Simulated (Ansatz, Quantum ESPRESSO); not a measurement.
This is a calculation of TiC for Ansatz 0.2.0. Atoms were shifted at random by some hundredths of an Å from the given cell, which wasn't relaxed again for these runs. The cell is a database's computed one, not the measured one.

input.yaml

```yaml
crystal:
  lattice:
    - [0.0, 2.1657188437, 2.1657188437]
    - [2.1657188437, 0.0, 2.1657188437]
    - [2.1657188437, 2.1657188437, 0.0]
  atoms:
    - { symbol: Ti, position: [-0.017918, 0.021534, -0.007178] }
    - { symbol: C, position: [0.48439, 0.507434, 0.514174] }
kpoints:
  mp_grid: { grid: [11, 11, 11] }
scf:
  occupations: { method: fermi_dirac, width: 0.05 }
hamiltonian:
  xc: pbesol
  pseudopotentials: { kind: all_electron, lapw: { basis_error: 0.001 } }
output:
  forces: true
  stress: true
  eigenvalues: true
  populations: true
```

Potentials or basis: all-electron LAPW, scalar-relativistic.

Command:

```bash
$ ansatz run input.yaml --threads 1 --pin off --max-ram 3072MiB --backend cpu --events-out ev --progress --plain --runs-dir out
```

Task: What does the same run look like in Quantum ESPRESSO 7.5? Potentials or basis there: GBRV 1.5 PBEsol, cutoff 612 eV.

Result: As run (cutoffs and basis follow the program's own potentials, and thresholds, step limits or extra output files can differ):

File pw.in:

```
&CONTROL
  calculation = 'scf'
  prefix = 'pwscf'
  outdir = './tmp'
  pseudo_dir = './pseudo'
  tprnfor = .true.
  tstress = .true.
  disk_io = 'nowf'
/
&SYSTEM
  ibrav = 0
  nat = 2
  ntyp = 2
  ecutwfc = 45
  ecutrho = 360
  nbnd = 14
  occupations = 'smearing'
  smearing = 'fd'
  degauss = 0.00367493
/
&ELECTRONS
  conv_thr = 4d-10
  electron_maxstep = 120
  mixing_beta = 0.5
/
ATOMIC_SPECIES
Ti    47.8670 ti_pbesol_v1.4.uspp.F.UPF
C     12.0110 c_pbesol_v1.2.uspp.F.UPF
CELL_PARAMETERS angstrom
   0.0000000000    2.1657188437    2.1657188437
   2.1657188437    0.0000000000    2.1657188437
   2.1657188437    2.1657188437    0.0000000000
ATOMIC_POSITIONS crystal
Ti    -0.0179180000    0.0215340000   -0.0071780000
C      0.4843900000    0.5074340000    0.5141740000
K_POINTS automatic
11 11 11 0 0 0
```

Potentials or basis: GBRV 1.5 PBEsol.

Command:

```bash
$ OMP_NUM_THREADS=1 mpirun -n 2 pw.x -nk 2 -in pw.in > pw.out
```

Both were run:

|  | Ansatz | Quantum ESPRESSO |
| --- | --- | --- |
| Pressure | -6.3 GPa | -6.3 GPa |
| Largest force | 0.550 eV/Å | 0.551 eV/Å |

Where Ansatz's input types no cutoff or centring, it takes its own default and a Γ-centred mesh.

Pressure is positive in compression.
